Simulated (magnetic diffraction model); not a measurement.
**YbMg₃: the ordered moment from one line**

Space group P-6m2 (no. 187), a = 3.3120 Å, c = 10.8460 Å.

```
site  atom    x    y       z
  1f    Yb  2/3  1/3     1/2
  2h    Mg  1/3  2/3  0.7565
  1e    Mg  2/3  1/3       0
```

This is a made-up structure (elements placed in a structure type, unrelaxed), so the numbers test the method and describe no known phase.

Only Yb is taken to order (form factors of Yb3+); orders and moment sizes are assumed, and not adapted to the symmetry. Radiation: neutrons of λ = 4.2 Å, 3° to 100°; isotropic B of 0.56 Å² (Yb) and 0.78 Å² (Mg). The intensities are simulated: I ∝ L Σ (|F_N|² + |F_M⊥|²) for unpolarised neutrons, with F_M = 2.695 fm/μB × Σ f(s) S exp(2πi Q·r) exp(−B s²) at Q = H ± k (one set where k and −k are equivalent), only the part normal to Q counting and L = 1/(sin²θ cos θ). For collinear order S is the moment m, which repeats by lattice and centring translations R with the sign exp(−2πi k·R). Form factors are spin-only for 3d ions and dipole or tabulated for f ions, scattering lengths are Sears's of 1992, and absorption is left out. A label names one of the reflections at its angle. The strongest nuclear line in the range is 100, and lines under 0.2 are left out.

In a first state the assumed order is k = (1/2 0 0), collinear moments along [120], 3.6 μB on Yb, with this pattern:

```csv
2θ (°),index,nuclear,magnetic
22.33,(0 0 1),62.3,0.0
42.95,(1/2 0 0),0.0,28.0
45.57,(0 0 2),18.9,0.0
48.93,(1/2 0 1),0.0,47.2
64.40,(1/2 0 2),0.0,32.0
71.02,(0 0 3),13.2,0.0
78.70,(1/2 -1 0),0.0,3.3
83.05,(1/2 -1 1),0.0,7.8
86.72,(1/2 0 3),0.0,21.9
94.13,(1 0 0),100.0,0.0
95.97,(1/2 -1 2),0.0,9.6
98.46,(1 0 1),43.4,0.0
```

**Question.** Nearer the ordering temperature the line at 48.93° has total intensity 11.8 on the same scale, and all moments have shrunk alike. How large is the Yb moment?

The nuclear part, 0.0, stays, so the magnetic part is 11.8 against 47.2. It goes as m², so m = 3.6 × √(11.8/47.2) = 1.80 μB; the value used was 1.8 μB.

[Logs are printed without paths, hosts, clocks, repeated set-up lines and the standing remarks that a program may print on its own settings, such as how far it seeks lower states.]
